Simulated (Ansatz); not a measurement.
# NaCl (zincblende) from LDA to hybrids

All numbers come from the plane-wave code Ansatz. Spin-unpolarised throughout. Whether this structure exists isn't addressed.

Structure: NaCl (zincblende), at its r2SCAN minimum. Space group F-43m (No. 216), cubic; conventional cell a = 6.175 Å, 29.43 Å³ an atom. Na has 4 Cl at 2.67 Å; Cl has 4 Na at 2.67 Å.

```yaml
crystal:
  lattice:
    - [0.00000, 3.08727, 3.08727]
    - [3.08727, 0.00000, 3.08727]
    - [3.08727, 3.08727, 0.00000]
  atoms:
    - { symbol: Na, position: [0.00000, 0.00000, 0.00000] }
    - { symbol: Cl, position: [0.25000, 0.25000, 0.25000] }
```

Relaxed lattice by functional, symmetry kept:

| functional | k mesh | a (Å) | volume (Å³/atom) |
| --- | --- | --- | --- |
| PBE | 8×8×8 | 6.253 | 30.56 |
| r2SCAN | 6×6×6 | 6.175 | 29.43 |
| PBEsol | 6×6×6 | 6.176 | 29.45 |
| LDA | 6×6×6 | 6.027 | 27.37 |
| HSE06 | 4×4×4 | 6.215 | 30.01 |

Gaps on the r2SCAN cell, each the least over its mesh and the special points:
```tsv
level	k mesh	gap (eV)	kind	edges	least direct gap (eV)	rough cost
LDA	8×8×8	4.54	direct	Γ	4.54	2.5 core-seconds
PBE	8×8×8	4.94	direct	Γ	4.94	4 core-seconds
r2SCAN	8×8×8	5.55	direct	Γ	5.55	7 core-seconds
HSE06	6×6×6	6.25	direct	Γ	6.25	80 core-seconds
DDH-PBE0	6×6×6	8.88	direct	Γ	8.88	90 core-seconds
PBE0	6×6×6	6.99	direct	Γ	6.99	80 core-seconds
r2SCAN0	6×6×6	7.30	direct	Γ	7.30	110 core-seconds
Hartree-Fock	6×6×6	12.97	direct	Γ	12.97	80 core-seconds
G0W0@PBE (175 empty bands, 120 eV, 4×4×4)	4×4×4	7.89	–	Γ (mesh)	–	40 core-seconds
G0W0@PBE (436 empty bands, 220 eV, 4×4×4)	4×4×4	8.05	–	Γ (mesh)	–	7 core-minutes
```
PBE: smearing of 0.02 eV; the others have fixed occupations.
Wave cutoffs: 420 eV, 500 eV (r2SCAN, r2SCAN0).
The G0W0 gap is PBE's gap over the path plus the quasiparticle shift read on the mesh. G0W0 values are finite-basis, finite-mesh values.
Costs come from shared machines and give only the order; PBE's includes the band path. The runs had 2 threads of Arm Neoverse V1, on a shared host.

With HSE06 the gap is 6.25 eV and direct, at Γ.

r2SCAN covers 47 % of the step from PBE to HSE06. All these functionals give a gap of the same kind, direct.

r2SCAN (ground state on 6×6×6): The electronic dielectric tensor ε∞ is 2.04 in all directions. Born charges, averaged over directions: Na +0.99, Cl -0.99 e. PBE (ground state on 6×6×6): The clamped-ion dielectric constant comes out as 2.10 in all directions. Born charges, averaged over directions: Na +1.00, Cl -1.00 e.

On the PBEsol cell (a = 6.176 Å), with PBEsol: The optical mode at Γ lies at 193 cm⁻¹ without the longitudinal term. With the long-range field the highest mode reaches 256 cm⁻¹. The electronic dielectric tensor ε∞ is 2.12 in all directions. With the ions relaxed, ε⁰ is 3.7 in all directions. Born charges, averaged over directions: Na +1.00, Cl -1.00 e.

The meshes of the hybrids are coarse, so their gaps aren't converged to the digits shown.
